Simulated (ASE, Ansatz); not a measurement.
# Settings and their price: rock-salt HfN, an end member of the HfC–HfN series (512 atoms)

The cell holds 512 atoms: 256 Hf and 256 N. Its edges and angles: a = 18.100 Å, b = 18.100 Å, c = 18.100 Å, α = 90.0°, β = 90.0°, γ = 90.0°. It derives from HfN. Rock-salt HfC, 4 x 4 x 4 conventional cells, 256 of 256 C sites given to N at random (x = 1.000), lattice by Vegard's rule (a = 4.525 Å); not relaxed, displaced by a Gaussian of 0.02 Å.

Geometry: as built.

Reference run: Kohn-Sham DFT, PBE, PAW (set soft_2), plane waves (Ansatz 0.2.0), cutoff 420 eV, Γ point, gaussian smearing of 0.05 eV.

```
r.m.s. force component                           : 0.3024 eV/Å
pressure                                         : 4.283 GPa
spacing of highest filled and lowest empty level : 0.0045 eV
SCF cycles                                       : 12
time                                             : 23 s on 1 × NVIDIA GB200 with 32 threads of Arm Neoverse V2, shared host
```

Variants, in no order:
A. support functions medium, spacing 0.277 Å (grid laid 0.251 Å)
B. support functions medium
C. support functions medium, spacing 0.319 Å (grid laid 0.302 Å)
D. support functions medium, spacing 0.383 Å (grid laid 0.377 Å)

Q: Order the variants from the smallest to the largest r.m.s. change of the forces.

B, A, C, D.

```tsv
variant	Δ force, r.m.s. (meV/Å)	share of r.m.s. force (%)
B. support functions medium	1.26	0.417
A. support functions medium, spacing 0.277 Å (grid laid 0.251 Å)	2.74	0.905
C. support functions medium, spacing 0.319 Å (grid laid 0.302 Å)	19.9	6.58
D. support functions medium, spacing 0.383 Å (grid laid 0.377 Å)	311	103
```

[Logs are printed without paths, hosts, clocks, repeated set-up lines and the standing remarks that a program may print on its own settings, such as how far it seeks lower states.]

[Hosts, paths, dates, database ids (printed as entryN), source tags and the programs' standing remarks are cut or masked in the printed files.]
